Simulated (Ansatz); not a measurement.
Method: DFT PBE, scalar-relativistic, plane waves, PAW in Ansatz 0.2.0. Settings: cutoff 420 eV, Γ-centred meshes spaced at most about 0.3 Å⁻¹, and about 0.25 Å⁻¹ or finer for metals (2π included), Gaussian smearing. Spin is collinear in cells that carry moments; the others ran without spin or lost their moments.

All energies are static (0 K, no zero-point motion).

Question: Order these relaxed structures of RuS2 by energy, lowest first, with the energy over the lowest of them.
A. (no moments) Space group Pa-3 (No. 205), cubic, a = 5.649 Å. Ru is surrounded by 6 S at 2.36 Å; around S lie 1 S at 2.22 Å and 3 Ru at 2.36 Å.
B. (parallel moments up to 0.5 μB) Space group P-3m1 (No. 164), trigonal, a = 3.438 Å, c = 5.152 Å. Around Ru lie 6 S at 2.38 Å; S has 3 Ru at 2.38 Å.

Answer: A (0 meV/atom), B (387 meV/atom). Forms: A pyrite type, Pa-3; B cadmium iodide type, P-3m1. Counting S atoms around Ru (those within 1.25 times the shortest such distance or 1.15 times the sum of covalent radii): A has Ru 6; B has Ru 6. A holds S–S pairs (shortest 2.22 Å); in B the shortest S–S distance is 3.22 Å. Origin: A, reached from a Materials Project cell; B, invented.

No dispersion correction is applied, so the spacing and binding between layers, chains or molecules are poorly described (P-3m1), and this can change margins and order among such cells. Another magnetic order may lie lower. Cells relaxed within their symmetry can be saddle points. Some structure types and database cells were kept out of the candidates from the start, so a known form may be missing.
